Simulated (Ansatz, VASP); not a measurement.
## Two plane-wave programs on GaN

```
CELL_PARAMETERS angstrom
3.18246 0.00000 0.00000
-1.59123 2.75609 0.00000
0.00000 0.00000 5.18514
ATOMIC_POSITIONS crystal
Ga 0.33333 0.66667 0.99919
Ga 0.66667 0.33333 0.49919
N 0.33333 0.66667 0.37581
N 0.66667 0.33333 0.87581
```

Alike in both runs: functional PBEsol; k mesh 12 × 12 × 6; occupations gaussian, width 0.02 eV; no spin polarisation.

Ansatz relaxed the structure, and its values are those at the end. VASP's run is a single point on that final structure, the one shown.

```csv
,VASP,Ansatz
version,VASP 6.6.1,Ansatz 0.2.0
potentials or method,"VASP PAW PBE potentials, release 64 (Ga_d, N)","scalar-relativistic, plane waves, PAW"
plane-wave cutoff (eV),520,520
valence electrons in the cell,36,36
```

Ansatz gave:

| Property | Result |
| --- | --- |
| gap on the k mesh at the Fermi level (eV) | 1.88 |
| least direct gap on the mesh (eV) | 1.88 |
| pressure (GPa) | 0.0 |

Problem. Estimate VASP's values.

Solution. gap on the k mesh at the Fermi level (eV): 1.89; least direct gap on the mesh (eV): 1.89; pressure (GPa): -0.1.

Caveats: the PAW data sets were made with another functional, which shifts forces and pressure a little (VASP).
